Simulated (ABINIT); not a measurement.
The system is Bi.

```
Bi
1.0
    -4.44975    4.44975    2.06563
     4.44975   -4.44975    2.06563
     4.44975    4.44975   -2.06563
Bi
4
Direct
  0.14566 0.35434 0.50000
  0.85434 0.64566 0.50000
  0.64566 0.14566 0.79131
  0.35434 0.85434 0.20869
```

This isn't the form of Bi at room conditions, which is rhombohedral.

* Program: ABINIT 10.8.3 (patched build)
* Task: single point
* Functional: PBEsol
* Potentials or basis: JTH PAW PBE v2.0
* Cutoff: 599 eV
* k mesh: 7 × 7 × 7
* Occupations: fermi-dirac, width 0.05 eV
* Spin: no spin polarisation

On this cell: pressure -1.8 GPa; largest force 0.122 eV/Å; band gap on the k mesh none (metal or under the smearing width).

The same run follows on a disturbed copy (atoms moved at random, drawn with an rms of 0.05 Å):

```
CELL_PARAMETERS angstrom
-4.44975 4.44975 2.06563
4.44975 -4.44975 2.06563
4.44975 4.44975 -2.06563
ATOMIC_POSITIONS crystal
Bi 0.14799 0.35691 0.50230
Bi 0.85441 0.64374 0.49560
Bi 0.65418 0.14783 0.79153
Bi 0.34426 0.84668 0.21266
```

Q: What does the disturbed cell give?

A: The energy (extrapolated to zero smearing) moves by +0.1 meV/atom; pressure -1.6 GPa; largest force 0.142 eV/Å; band gap on the k mesh none (metal or under the smearing width).

Forces on the atoms (eV/Å):
```
Bi   0.010 -0.053 -0.003
Bi   0.037  0.131 -0.021
Bi  -0.011 -0.138  0.030
Bi  -0.036  0.061 -0.006
```

Stress tensor (GPa, compression positive):
```
-1.31 -0.01  0.03
-0.01 -1.62  0.10
 0.03  0.10 -1.99
```

Caveats: the PAW data sets were made with another functional, which shifts forces and pressure a little; spin-orbit coupling is left out, which moves the levels of the heavy elements.
